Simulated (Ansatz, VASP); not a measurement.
## Cr in VASP and in Ansatz

```
Cr
1.0
     0.00000    1.84000    1.84000
     1.84000    0.00000    1.84000
     1.84000    1.84000    0.00000
Cr
1
Direct
  0.00000 0.00000 0.00000
```

This isn't the form of Cr at room conditions, which is bcc.

Alike in both runs: task single point; functional PBEsol; k mesh 24 × 24 × 24; occupations gaussian, width 0.15 eV; no spin polarisation.

|  | VASP | Ansatz |
| --- | --- | --- |
| version | VASP 6.6.1 | Ansatz 0.2.0 |
| potentials or method | VASP PAW PBE potentials, release 64 (Cr_pv) | scalar-relativistic, plane waves, PAW |
| plane-wave cutoff (eV) | 520 | 420 |
| valence electrons in the cell | 12 | 14 |

```tsv
	VASP	Ansatz	Ansatz less VASP
gap on the k mesh at the Fermi level (eV)	none	none	-
pressure (GPa)	-18.6	-18.2	+0.38
```

A gap of «none» marks a metal or a gap that the smearing closes. The two sets of potentials don't hold the same shells in valence.

Caveats: so large a pressure means that the cell lies far from this level's equilibrium, or that cutoff or potentials fall short (VASP); the potentials were made for another functional, which shifts forces and pressure (VASP); the run has no spin polarisation, though such a crystal can be magnetic. Spin polarisation is off, so any magnetic state and its effect on volume and gap are missing.
